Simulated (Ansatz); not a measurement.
Here is an Ansatz 0.2.0 calculation.

Contents of input.yaml:

```yaml
crystal:
  lattice:
    - [2.9065, 0.0, 0.0]
    - [-1.45325, 2.5171028361, 0.0]
    - [0.0, 0.0, 2.8366]
  atoms:
    - { symbol: W, position: [0.0, 0.0, 0.0] }
    - { symbol: C, position: [0.6666666667, 0.3333333333, 0.5] }
kpoints:
  mp_grid: { grid: [10, 10, 9] }
scf:
  occupations: { method: gaussian, width: 0.025 }
hamiltonian:
  xc: pbe
  pseudopotentials: { kind: all_electron, lapw: { basis_error: 0.001 } }
output:
  forces: true
  stress: true
  eigenvalues: true
```

Potentials or basis: all-electron LAPW, scalar-relativistic.

Launch:

```console
$ ansatz run input.yaml --threads 1 --pin off --max-ram 3072MiB --backend cpu --events-out ev --progress --plain --runs-dir out
```

Problem. Estimate the pressure.

Solution. 5.7 GPa.

Problem. What does it give for the band gap on the k mesh?

Solution. None (metal or under the smearing width).

Stress tensor (GPa, compression positive):
```
6.00 0.00 0.00
0.00 6.00 0.00
0.00 0.00 5.07
```

The run has no spin-orbit coupling, so splittings on W are missing.
